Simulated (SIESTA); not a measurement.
Crystal: AlN.

```
Al N
1.0
     0.00000    2.03452    2.03452
     2.03452    0.00000    2.03452
     2.03452    2.03452    0.00000
Al N
1 1
Direct
  0.50000 0.50000 0.50000
  0.00000 0.00000 0.00000
```

Measurements of this composition are mostly on another form, of space group No. 186.

Base run:

```yaml
Program: SIESTA 5.4.2
Functional: PBEsol
Potentials_or_basis: PseudoDojo 0.4 standard (PBEsol files)
Basis: DZP (energy shift 0.003 Ry)
Grid_cutoff: 800 Ry
Energy_shift: 0.003 Ry
k_mesh: 11 × 11 × 11
Occupations: fermi-dirac, width 0.05 eV
Spin: no spin polarisation
```

Its results: band gap on the k mesh 4.42 eV, indirect (least direct gap 5.57 eV); pressure -1.7 GPa.

Task: The run is repeated on the same cell with these changes: functional from PBEsol to LDA; potentials or basis from PseudoDojo 0.4 standard (PBEsol files) to PseudoDojo 0.4 standard (LDA files). What comes out?

Result: Band gap on the k mesh 4.32 eV, indirect (least direct gap 5.69 eV); pressure -8.8 GPa.

Caveats: the mesh misses the band edges, which the band path finds closer together; the basis of atomic orbitals isn't converged, which shifts pressures, moduli and gaps.
